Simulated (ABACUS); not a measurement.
# HfO2 (Fm-3m) in ABACUS: reference runs

Aim: a first look at HfO2 with PBEsol, on the cell as given and on a disturbed one.

All numbers are computed with ABACUS 3.10.1; they aren't measurements. Logs are shortened: lines on timing, memory, paths and dates and some standing lists are left out, and cuts for length are marked.

## 1. The crystal as given

Symmetry: Fm-3m, No. 225, cubic system. Conventional cell: a = 5.115 Å, b = 5.115 Å, c = 5.115 Å, α = 90.00°, β = 90.00°, γ = 90.00°. Hf (site symmetry m-3m) has 8 O at 2.21 Å as nearest neighbours. O (site symmetry -43m) is surrounded by 4 Hf at 2.21 Å.

Measurements of this composition are mostly on another form, of space group No. 14.

## 2. Single point, PBEsol

INPUT

```
INPUT_PARAMETERS
suffix              HfO2
calculation         scf
basis_type          pw
pseudo_dir          ./
symmetry            1
dft_functional      pbesol
ecutwfc             84
pseudo_rcut         7
nspin               1
nbands              16
ks_solver           dav
smearing_method     fd
smearing_sigma      0.00367493
scf_thr             1e-08
scf_nmax            100
mixing_type         broyden
mixing_beta         0.7
cal_force           1
cal_stress          1
kpar                4
```

STRU

```
ATOMIC_SPECIES
Hf 178.4900 Hf.upf
O 15.9990 O.upf

LATTICE_CONSTANT
1.8897261246

LATTICE_VECTORS
0.0000000000 2.5575000000 2.5575000000
2.5575000000 0.0000000000 2.5575000000
2.5575000000 2.5575000000 0.0000000000

ATOMIC_POSITIONS
Direct

Hf
0.0
1
0.0000000000 0.0000000000 0.0000000000 1 1 1

O
0.0
2
0.7500000000 0.7500000000 0.7500000000 1 1 1
0.2500000000 0.2500000000 0.2500000000 1 1 1
```

KPT

```
K_POINTS
0
Gamma
9 9 9 0 0 0
```

Potentials or basis: PseudoDojo NC SR 0.4.1 PBEsol standard, plane waves.

Launch:

```
$ OMP_NUM_THREADS=1 mpirun -np 4 abacus > log
```

running log:

```text
ABACUS v3.10.1

               Atomic-orbital Based Ab-initio Computation at UStc

 ------------------------------------------------------------------------------------

 READING GENERAL INFORMATION
                           global_out_dir = OUT.HfO2/
                           global_in_card = INPUT
                               pseudo_dir = ./
                              orbital_dir =
                                    DSIZE = 4
                                    GSIZE = 1

 READING UNITCELL INFORMATION
                                    ntype = 2
                  lattice constant (Bohr) = 1.88973
              lattice constant (Angstrom) = 1

 READING ATOM TYPE 1
                               atom label = Hf
                      L=0, number of zeta = 1
                      L=1, number of zeta = 1
                      L=2, number of zeta = 1
             number of atom for this type = 1

 READING ATOM TYPE 2
                               atom label = O
                      L=0, number of zeta = 1
                      L=1, number of zeta = 1
                      L=2, number of zeta = 1
             number of atom for this type = 2

                        TOTAL ATOM NUMBER = 3
DIRECT COORDINATES
    atom                   x                   y                   z     mag                  vx                  vy                  vz
taud_Hf1            0.0000000000        0.0000000000        0.0000000000  0.0000        0.0000000000        0.0000000000        0.0000000000
taud_O1            0.7500000000        0.7500000000        0.7500000000  0.0000        0.0000000000        0.0000000000        0.0000000000
taud_O2            0.2500000000        0.2500000000        0.2500000000  0.0000        0.0000000000        0.0000000000        0.0000000000

                          Volume (Bohr^3) = 225.774
                             Volume (A^3) = 33.4562

 Lattice vectors: (Cartesian coordinate: in unit of a_0)
                   +0             +2.5575             +2.5575
              +2.5575                  +0             +2.5575
              +2.5575             +2.5575                  +0
 Reciprocal vectors: (Cartesian coordinate: in unit of 2 pi/a_0)
            -0.195503           +0.195503           +0.195503
            +0.195503           -0.195503           +0.195503
            +0.195503           +0.195503           -0.195503
 The esolver type has been set to : ksdft_pw

                PAO radial cut off (Bohr) = 7

 Read in pseudopotential file is Hf.upf
                     pseudopotential type = NC
          exchange-correlation functional = PBESOL
                 nonlocal core correction = 1
                        valence electrons = 12
                                     lmax = 3
                           number of zeta = 4
                     number of projectors = 8
                           L of projector = 0
                           L of projector = 0
                           L of projector = 1
                           L of projector = 1
                           L of projector = 2
                           L of projector = 2
                           L of projector = 3
                           L of projector = 3
                PAO radial cut off (Bohr) = 7

 Read in pseudopotential file is O.upf
                     pseudopotential type = NC
          exchange-correlation functional = PBESOL
                 nonlocal core correction = 1
                        valence electrons = 6
                                     lmax = 2
                           number of zeta = 2
                     number of projectors = 5
                           L of projector = 0
                           L of projector = 0
                           L of projector = 1
                           L of projector = 1
                           L of projector = 2
     initial pseudo atomic orbital number = 18

 SETUP THE ELECTRONS NUMBER
            electron number of element Hf = 12
      total electron number of element Hf = 12
             electron number of element O = 6
       total electron number of element O = 12
            AUTOSET number of electrons:  = 24
                           occupied bands = 12
                                   NBANDS = 16
                                   NLOCAL = 27

%%%%%%%%%%%%%%%%%%%%%%%%%%%%%%%%%%%%%%%%%%%%%%%%%%%%%%%%%%%%%%%%%%%%%%%%%%%%%%%%%%%%%%%%%%%%%%%%%%%%%%%%%%
 Warning: the number of valence electrons in pseudopotential > 4 for Hf: [Xe] 4f14 5d2 6s2
 Pseudopotentials with additional electrons can yield (more) accurate outcomes, but may be less efficient.
 If you're confident that your chosen pseudopotential is appropriate, you can safely ignore this warning.
%%%%%%%%%%%%%%%%%%%%%%%%%%%%%%%%%%%%%%%%%%%%%%%%%%%%%%%%%%%%%%%%%%%%%%%%%%%%%%%%%%%%%%%%%%%%%%%%%%%%%%%%%%

 SETUP THE PLANE WAVE BASIS
 energy cutoff for charge/potential (unit:Ry) = 336
            fft grid for charge/potential = [ 40, 40, 40 ]
[... 58 lines left out ...]
                       right hand lattice = 1
(for reciprocal lattice: )
                             BRAVAIS TYPE = 2
                     BRAVAIS LATTICE NAME = 02. Cubic I (body-centered)
                                    ibrav = 2
                       right hand lattice = 1
(for k-lattice: )
                             BRAVAIS TYPE = 2
                     BRAVAIS LATTICE NAME = 02. Cubic I (body-centered)
                                    ibrav = 2
                       right hand lattice = 1
                        ROTATION MATRICES = 48
                               nkstot_ibz = 35
K-POINTS REDUCTION ACCORDING TO SYMMETRY
     IBZ    DIRECT_X    DIRECT_Y    DIRECT_Z  WEIGHT  ibz2bz
       1  0.00000000  0.00000000  0.00000000  0.0014       0
       2  0.11111111  0.11111111  0.11111111  0.0110       1
       3  0.22222222  0.22222222  0.22222222  0.0110       2
       4  0.33333333  0.33333333  0.33333333  0.0110       3
       5  0.44444444  0.44444444  0.44444444  0.0110       4
       6  0.11111111  0.11111111  0.00000000  0.0082      10
[... 22 lines left out ...]
      29  0.44444444  0.33333333  0.11111111  0.0329     112
      30 -0.44444444  0.44444444  0.22222222  0.0658     113
[... 5 further k points ...]

                               nkstot now = 35
[... K-POINTS DIRECT COORDINATES: 35 rows ...]

           k-point number in this process = 9
       minimum distributed K point number = 8
[... stars of the k points ...]

[... K-POINTS CARTESIAN COORDINATES: 9 rows ...]

[... K-POINTS DIRECT COORDINATES: 9 rows ...]

 SETUP PLANE WAVES FOR WAVE FUNCTIONS
     energy cutoff for wavefunc (unit:Ry) = 84
              fft grid for wave functions = [ 40, 40, 40 ]
                    number of plane waves = 3479
                         number of sticks = 301

 PARALLEL PW FOR WAVE FUNCTIONS
     PROC   COLUMNS(POT)             PW
        1            301           3479
 --------------- sum -------------------
        1            301           3479

 SETUP NONLOCAL PSEUDOPOTENTIALS IN PLANE WAVE BASIS
 Hf non-local projectors:
 projector 1 L=0
 projector 2 L=0
 projector 3 L=1
 projector 4 L=1
 projector 5 L=2
 projector 6 L=2
 projector 7 L=3
 projector 8 L=3
 O non-local projectors:
 projector 1 L=0
 projector 2 L=0
 projector 3 L=1
 projector 4 L=1
 projector 5 L=2
      TOTAL NUMBER OF NONLOCAL PROJECTORS = 58

 Init Non-Local PseudoPotential table :
 Init Non-Local-Pseudopotential done.

                                     npwx = 2944

 Make real space PAO into reciprocal space.
       max mesh points in Pseudopotential = 701
     dq(describe PAO in reciprocal space) = 0.01
                                    max q = 1104

 number of pseudo atomic orbitals for Hf is 4
WARNING: norm of atomic wavefunction # 3 of atomic type Hf is 0.99632, renormalized
WARNING: norm of atomic wavefunction # 4 of atomic type Hf is 0.993441, renormalized

 number of pseudo atomic orbitals for O is 2
WARNING: norm of atomic wavefunction # 2 of atomic type O is 0.999978, renormalized

 -------------------------------------------
 SELF-CONSISTENT
 -------------------------------------------
                                 init_chg = atomic

 PW ALGORITHM --------------- ION=   1  ELEC=   1--------------------------------

 Density error is 1.00051847532
                          Error Threshold = 0.01
----------------------------------------------------------
     Energy           Rydberg                 eV
----------------------------------------------------------
 E_KohnSham     -178.7353866747      -2431.8196930086
 E_Harris       -175.8300401474      -2392.2904255727
 E_Fermi        0.9771158629         13.2943433415
----------------------------------------------------------
[... 75 lines left out ...]
 Density error is 6.0804707452e-09
                          Error Threshold = 1.40688550217e-10
----------------------------------------------------------
     Energy           Rydberg                 eV
----------------------------------------------------------
 E_KohnSham     -179.1544068642      -2437.5207551637
 E_KS(sigma->0) -179.1544068642      -2437.5207551637
 E_Harris       -179.1548741827      -2437.5271133580
 E_band         -8.8396183568        -120.2691777982
 E_one_elec     -27.6927556440       -376.7792700806
 E_Hartree      27.9043849664        379.6586347280
 E_xc           -44.8993099536       -610.8864516377
 E_Ewald        -134.4667262329      -1829.5136681734
 E_entropy(-TS) -0.0000000000        -0.0000000000
 E_descf        0.0000000000         0.0000000000
 E_exx          0.0000000000         0.0000000000
 E_Fermi        0.9593200386         13.0522187305
----------------------------------------------------------

 charge density convergence is achieved
 final etot is -2437.5207552 eV
 EFERMI = 13.052218731 eV

 STATE ENERGY(eV) AND OCCUPATIONS    NSPIN == 1
 1/9 kpoint (Cartesian) = 0.0000 0.0000 0.0000 (2891 pws)
       1       -49.4172     0.00274348
       2       -17.8897     0.00274348
       3       -17.8897     0.00274348
       4       -17.8897     0.00274348
       5       -6.67622     0.00274348
       6       -3.68662     0.00274348
[... 8 lines left out ...]
      15        17.2515    9.20246e-40
      16        21.8907    4.65723e-80
[... 76 lines left out ...]
       3       -17.9030      0.0164609
       4       -17.9030      0.0164609
       5       -6.46306      0.0164609
       6       -3.86750      0.0164609
[... 8 lines left out ...]
      15        17.9283    7.30141e-45
      16        21.6314    4.99356e-77

[... levels at 3 further k points ...]

------------------------------------------------------------------------------------------
 TOTAL-FORCE (eV/Angstrom)
------------------------------------------------------------------------------------------
                       Hf1         0.0000000000         0.0000000000         0.0000000000
                        O1         0.0000000000         0.0000000000         0.0000000000
                        O2         0.0000000000         0.0000000000         0.0000000000
------------------------------------------------------------------------------------------

----------------------------------------------------------------
 TOTAL-STRESS (KBAR)
----------------------------------------------------------------
      -132.1812027649        -0.0000000000         0.0000000000
        -0.0000000000      -132.1812027649         0.0000000000
        -0.0000000000         0.0000000000      -132.1812027649
----------------------------------------------------------------
 TOTAL-PRESSURE: -132.181203 KBAR

 --------------------------------------------
 !FINAL_ETOT_IS -2437.5207551637045071 eV
 --------------------------------------------
```

Run time: 7.1 s. Hardware: 4 MPI ranks of Intel Xeon Platinum 8488C (Sapphire Rapids), shared host; peak memory 0.36 GiB.

What came out:

```yaml
Free_energy: -2437.5208 eV
Pressure: -13.2 GPa
Band_gap_on_the_k_mesh: 3.75 eV, indirect (least direct gap 3.87 eV)
```

Caveat: spin-orbit coupling is left out, which moves the levels of the heavy elements; an odd mesh through Γ misses points on the zone boundary, where band edges often lie.

## 3. Single point, PBEsol (atoms moved at random, drawn with an rms of 0.05 Å)

INPUT is that of step 2.

STRU

```
ATOMIC_SPECIES
Hf 178.4900 Hf.upf
O 15.9990 O.upf

LATTICE_CONSTANT
1.8897261246

LATTICE_VECTORS
0.0000000000 2.5575000000 2.5575000000
2.5575000000 0.0000000000 2.5575000000
2.5575000000 2.5575000000 0.0000000000

ATOMIC_POSITIONS
Direct

Hf
0.0
1
0.0090260000 0.0007760000 -0.0152430000 1 1 1

O
0.0
2
0.7464370000 0.7487370000 0.7572420000 1 1 1
0.2510910000 0.2400870000 0.2500430000 1 1 1
```

KPT is that of step 2.

Potentials or basis: PseudoDojo NC SR 0.4.1 PBEsol standard, plane waves.

Launch:

```
$ OMP_NUM_THREADS=1 mpirun -np 4 abacus > log
```

Wall time 68 s (4 MPI ranks of Intel Xeon Platinum 8488C (Sapphire Rapids), shared host); peak memory 0.64 GiB.

Results (log left out):

```yaml
Free_energy: -2437.5086 eV
Pressure: -12.8 GPa
Largest_force: 0.387 eV/Å
Band_gap_on_the_k_mesh: 3.75 eV, indirect (least direct gap 3.86 eV)
```

Forces on the atoms (eV/Å):
```
Hf   0.102  0.046 -0.118
O   -0.380 -0.058 -0.042
O    0.278  0.012  0.160
```

Stress tensor (GPa, compression positive):
```
-12.72   0.34  -0.05
  0.34 -12.88   0.79
 -0.05   0.79 -12.84
```

Levels at points of the mesh, in eV from the valence-band top:
| k point | band 10 | band 11 | band 12 | band 13 | band 14 | band 15 |
| --- | --- | --- | --- | --- | --- | --- |
| (0.00, 0.00, 0.00) | -0.61 | -0.58 | -0.57 | 3.84 | 3.86 | 5.49 |

Caveat: spin-orbit coupling is left out, which moves the levels of the heavy elements; an odd mesh through Γ misses points on the zone boundary, where band edges often lie.
